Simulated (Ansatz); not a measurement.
Input of an Ansatz 0.2.0 run:

File input.yaml:

```yaml
crystal:
  lattice:
    - [0.0, 3.01, 3.01]
    - [3.01, 0.0, 3.01]
    - [3.01, 3.01, 0.0]
  atoms:
    - { symbol: Sn, position: [0.0, 0.0, 0.0] }
    - { symbol: Se, position: [0.5, 0.5, 0.5] }
hamiltonian:
  xc: lda
  pseudopotentials: { kind: paw_fr }
magnetization:
  noncollinear: true
  spin_orbit: true
kpoints:
  mp_grid: { grid: [6, 6, 6] }
  band_path:
    path:
      - [[0.0, 0.0, 0.0], [0.5, 0.0, 0.5], [0.5, 0.25, 0.75], [0.375, 0.375, 0.75], [0.0, 0.0, 0.0], [0.5, 0.5, 0.5], [0.625, 0.25, 0.625], [0.5, 0.25, 0.75], [0.5, 0.5, 0.5], [0.375, 0.375, 0.75]]
      - [[0.625, 0.25, 0.625], [0.5, 0.0, 0.5]]
    npoints: 14
scf:
  occupations: { method: fermi_dirac, width: 0.05 }
  n_extra_bands: 6
output:
  forces: true
  stress: true
  eigenvalues: true
  fatbands: false
```

Potentials or basis: Ansatz PAW.

The run is started by

```sh
$ ansatz run input.yaml --threads 2 --pin off --max-ram 5632MiB --backend cpu --events-out ev --progress --plain --runs-dir out
```

Predict the pressure.

-3.7 GPa.

Predict the band gap along the path.

0.26 eV, indirect (least direct gap 0.27 eV).

Levels at the corners of the path, in eV from the valence-band top:
| point | band 28 | band 29 | band 30 | band 31 | band 32 | band 33 |
| --- | --- | --- | --- | --- | --- | --- |
| Γ | -1.97 | -1.97 | -1.97 | 3.72 | 3.72 | 4.53 |
| X | -3.71 | -3.44 | -3.44 | 3.06 | 3.06 | 4.99 |
| W | -4.64 | -0.77 | -0.77 | 1.45 | 1.45 | 4.73 |
| K | -3.12 | -2.44 | -2.44 | 3.14 | 3.14 | 3.66 |
| Γ | -1.97 | -1.97 | -1.97 | 3.72 | 3.72 | 4.53 |
| L | -1.74 | -0.09 | -0.09 | 0.57 | 0.57 | 1.08 |
| U | -3.12 | -2.44 | -2.44 | 3.14 | 3.14 | 3.66 |
| W | -4.64 | -0.77 | -0.77 | 1.45 | 1.45 | 4.73 |
| L | -1.74 | -0.09 | -0.09 | 0.57 | 0.57 | 1.08 |
| K | -3.12 | -2.44 | -2.44 | 3.14 | 3.14 | 3.66 |
| U | -3.12 | -2.44 | -2.44 | 3.14 | 3.14 | 3.66 |
| X | -3.71 | -3.44 | -3.44 | 3.06 | 3.06 | 4.99 |

Caveat: the PAW data sets come from PBE, with cores solved anew for the run's functional, which leaves a small shift of forces and pressure.
